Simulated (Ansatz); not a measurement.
K: energy along a strain

K, Im-3m, a = 5.236 Å (as given, not relaxed at this level: 0.1 GPa). Ansatz: PBE, PAW, 420 eV, Γ-centred 14×14×14 mesh on 1 atom, Gaussian smearing 0.15 eV; no spin polarisation. Cell vectors (Å): -2.618 2.618 2.618; 2.618 -2.618 2.618; 2.618 2.618 -2.618. The cell is strained by x per cent times the pattern (0 1 0 0 0 0) in the order xx yy zz yz xz xy (engineering shears), with fractional coordinates held. y is the free energy over the start, V0 = 71.774 Å³/atom.

| x (%) | y (meV/atom) |
| --- | --- |
| -2.00 | 1.36 |
| -1.50 | 0.93 |
| -1.00 | 0.57 |
| -0.50 | ? |
| 0.00 | 0.00 |
| 0.50 | -0.21 |
| 1.00 | -0.36 |
| 1.50 | -0.47 |
| 1.75 | -0.51 |
| 2.00 | -0.54 |

Problem. Fit y = c1 x + c2 x² + c3 x³ to the other rows, get the stiffness along the pattern, and predict the missing energy.

Solution. Least squares on the rows shown. y = −0.4607 x + 0.1026 x² − 0.003446 x³. The clamped-ion stiffness p·C·p = 2 × 1.026 eV × 160.2 / 71.774 Å³ = 4.6 GPa, which is C22 in these axes (C11 of the cubic crystal); c1 is there for the stress left in the start, which by itself gives a slope of -0.46 meV/atom per %. At x = -0.50 the fit asked for gives 0.26 meV/atom. The run gave 0.26 meV/atom, the same to the digits shown.